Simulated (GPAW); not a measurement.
## LiH (Fm-3m): G0W0 on several meshes in GPAW

How does the mesh move the gap of LiH (Fm-3m)?

Program: GPAW 26.7.0. Level of theory: PBE and many-body steps on it, plane waves. Results are calculated unless marked as measured.

Most raw output is cut from this account.

The database entry behind the starting cell differs from later determinations by our own check (the deuteride, about 0.2 % short), so it need not match the best structure at ambient conditions.

## 1. The starting structure

The structure is cubic, space group Fm-3m (No. 225). Conventional cell: a = 4.074 Å, b = 4.074 Å, c = 4.074 Å, α = 90.00°, β = 90.00°, γ = 90.00°. Li has 6 H at 2.04 Å nearest. Nearest to H lie 6 Li at 2.04 Å. Farther neighbours are not listed.

Structure file:

```xyz
2
Lattice="0.0000 2.0368 2.0368 2.0368 0.0000 2.0368 2.0368 2.0368 0.0000" Properties=species:S:1:pos:R:3 pbc="T T T"
Li    0.0000    0.0000    0.0000
H     2.0368    2.0368    2.0368
```

The cell and positions come from the Crystallography Open Database and are kept as given unless a step says otherwise.

## 2. Empty states on the mesh, 8×8×8 mesh, 261 bands

This step: GPAW 26.7.0; DFT, PBE, plane waves, PAW.

The sums over transitions need many empty states on a uniform mesh; this step solves for them.

Contents of run.py:

```python
import json
import numpy as np
from gpaw.mpi import world
from gpaw import GPAW

calc = GPAW('gs.gpw').fixed_density(kpts={'size': (8, 8, 8), 'gamma': True},
    parallel={'domain': 1, 'band': 1},
    txt='nscf.txt')
calc.diagonalize_full_hamiltonian(nbands=261)
calc.write('full.gpw', mode='all')
res = {}
kpts = calc.get_ibz_k_points()
res['kpts'] = kpts
res['eigenvalues'] = [calc.get_eigenvalues(kpt=k) for k in range(len(kpts))]
res['n_electrons'] = calc.get_number_of_electrons()

if world.rank == 0:
    with open('result.json', 'w') as f:
        json.dump(res, f, default=lambda x: x.tolist())
```

The run is started by

```console
> mpirun -n 4 gpaw python run.py
```

Elapsed: 5.3 s, on 4 MPI ranks of Arm Neoverse V2, shared host; peak memory 0.75 GiB; 21 s of CPU time.

This step gave:

- gap: 2.999 eV
- k of the valence top: 0.5, 0.5, 0
- k of the conduction bottom: 0.5, 0.5, 0
- least direct gap: 2.999 eV
- k points computed: 29
- lowest point of the top converged band, above the valence top: 338.7529 eV

On this mesh the gap is 2.999 eV.

## 3. 8×8×8

Now the one-shot GW correction: screening in the RPA, then the self-energy of the levels asked for.

This step: G0W0 on PBE, plane waves, PAW.

Contents of run.py:

```python
import json
import numpy as np
from gpaw.mpi import world
from gpaw.response.g0w0 import G0W0

gw = G0W0('full.gpw',
    filename='gw',
    kpts=[0, 24],
    bands=(0, 3),
    ecut=210,
    nbands=116,
    integrate_gamma='WS',
    ppa=True)
gw.calculate()
res = {mode: {k: v for k, v in r.items() if k != 'sigma_eskwn'}
       for mode, r in gw.all_results.items()}

if world.rank == 0:
    with open('result.json', 'w') as f:
        json.dump(res, f, default=lambda x: x.tolist())
```

The run is started by

```console
> mpirun -n 4 gpaw python run.py
```

Wall time 2.1 min (4 MPI ranks); peak memory 0.84 GiB; 8.4 min of CPU time.

This step gave:

* G0W0 gap on the points computed: 5.017 eV
* least direct G0W0 gap on the computed points: 5.017 eV
* Z at the valence top: 0.7736
* Z at the conduction bottom: 0.8146
* starting gap on the mesh: 2.999 eV
* k of the valence top: 0.5, 0.5, 0
* k of the conduction bottom: 0.5, 0.5, 0

The gap on the mesh goes from 3.00 eV to 5.02 eV, a correction of +2.02 eV.

## 4. Empty states on the mesh, 6×6×6 mesh, 126 bands

This step: DFT, PBE, plane waves, PAW.

Contents of run.py:

```python
import json
import numpy as np
from gpaw.mpi import world
from gpaw import GPAW

calc = GPAW('gs.gpw').fixed_density(kpts={'size': (6, 6, 6), 'gamma': True},
    parallel={'domain': 1, 'band': 1},
    txt='nscf.txt')
calc.diagonalize_full_hamiltonian(nbands=126)
calc.write('full.gpw', mode='all')
res = {}
kpts = calc.get_ibz_k_points()
res['kpts'] = kpts
res['eigenvalues'] = [calc.get_eigenvalues(kpt=k) for k in range(len(kpts))]
res['n_electrons'] = calc.get_number_of_electrons()

if world.rank == 0:
    with open('result.json', 'w') as f:
        json.dump(res, f, default=lambda x: x.tolist())
```

The run is started by

```console
> mpirun -n 4 gpaw python run.py
```

Wall time 3.8 s (4 MPI ranks); peak memory 0.52 GiB; 15 s of CPU time.

This step gave:

```
gap                                                           : 2.999 eV
k of the valence top                                          : 0.5, 0.5, 0
k of the conduction bottom                                    : 0.5, 0.5, 0
least direct gap                                              : 2.999 eV
k points computed                                             : 16
lowest point of the top converged band, above the valence top : 205.2616 eV
```

On this mesh the gap is 2.999 eV.

## 5. 6×6×6

This step: G0W0 on PBE, plane waves, PAW.

Contents of run.py:

```python
import json
import numpy as np
from gpaw.mpi import world
from gpaw.response.g0w0 import G0W0

gw = G0W0('full.gpw',
    filename='gw',
    kpts=[0, 12],
    bands=(0, 3),
    ecut=210,
    nbands=116,
    integrate_gamma='WS',
    ppa=True)
gw.calculate()
res = {mode: {k: v for k, v in r.items() if k != 'sigma_eskwn'}
       for mode, r in gw.all_results.items()}

if world.rank == 0:
    with open('result.json', 'w') as f:
        json.dump(res, f, default=lambda x: x.tolist())
```

The run is started by

```console
> mpirun -n 4 gpaw python run.py
```

Elapsed: 43 s, on 4 MPI ranks; peak memory 0.71 GiB; 2.9 min of CPU time.

Numbers from this step:

- G0W0 gap on the points computed: 5.011 eV
- least direct G0W0 gap on the computed points: 5.011 eV
- Z at the valence top: 0.7728
- Z at the conduction bottom: 0.8134
- starting gap on the mesh: 2.999 eV
- k of the valence top: 0.5, 0.5, 0
- k of the conduction bottom: 0.5, 0.5, 0

Against G0W0 in GPAW (8×8×8 mesh, 116 bands, screening to 210 eV, Godby-Needs plasmon pole), the gap moves by −0.007 eV.

## 6. The runs together

Times are wall times on 4 MPI ranks of Arm Neoverse V2, shared host, good to a factor of about two.

| run | mesh | bands | screening cutoff (eV) | DFT gap (eV) | gap on the mesh (eV) | direct (eV) | time |
| --- | --- | --- | --- | --- | --- | --- | --- |
| 8×8×8 | 8×8×8 | 116 | 210 | 2.999 | 5.017 | 5.017 | 2.1 min |
| 6×6×6 | 6×6×6 | 116 | 210 | 2.999 | 5.011 | 5.011 | 43 s |

## 7. Results

* 8×8×8: 5.017 eV
* 6×6×6: 5.011 eV
* known limits: not at the basis limit

In words: 6×6×6: −0.007 eV against 8×8×8. Bands and cutoff are finite, so the gap is not at the basis limit. The miss can reach some tenths of an eV and take either sign; the mesh is an error of its own. These stock PAW sets were not made for GW. In the G0W0 runs levels were corrected at 2 k points alone, so a gap called «on the mesh» is the least over those, and an edge elsewhere would be missed.

[Paths, hosts, dates, memory and timing lines, banners, echoed tables and standing remarks are left out of the program output.]

[Logs are printed without paths, hosts, clocks, repeated set-up lines and the standing remarks that a program may print on its own settings, such as how far it seeks lower states.]

[Runs of the session that timed out or met a known fault of the program may be left out.]

[Hosts, paths, dates, database ids (printed as entryN), source tags and the programs' standing remarks are cut or masked in the printed files.]
